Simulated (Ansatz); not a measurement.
## Density of states of Sr

Space group Fd-3m:1 (No. 227). a = 9.618 Å, b = 9.618 Å, c = 9.618 Å, α = 90.00°, β = 90.00°, γ = 90.00°
| atom | site | symmetry | x | y | z |
| --- | --- | --- | --- | --- | --- |
| Sr | 8b | -43m | 0.0000 | 0.0000 | 0.5000 |

The runs use the primitive cell with vectors (0.000, 4.809, 4.809), (4.809, 0.000, 4.809), (4.809, 4.809, 0.000) Å, to which the k mesh refers.

The cell was built from the diamond type and relaxed in the same program, and has space group Fd-3m; it needn't be a known or the stable phase.

Level of theory: Ansatz 0.2.0, DFT, PBE, all-electron LAPW, scalar-relativistic.

Numerical set-up: a Γ-centred 11×11×11 k mesh, Fermi–Dirac smearing of 0.08 eV, basis error target 0.25 meV/atom, no spin polarisation.

States per eV and cell, averaged over 0.4 eV, from -2.6 to 0.0 eV, with energies (bin centres) from the Fermi level; empty bins are left out. 

| E (eV) | total |
| --- | --- |
| -2.5 | 0.49 |
| -2.1 | 1.23 |
| -1.7 | 2.06 |
| -1.3 | 1.22 |
| -0.9 | 1.05 |
| -0.5 | 2.38 |
| -0.1 | 2.28 |
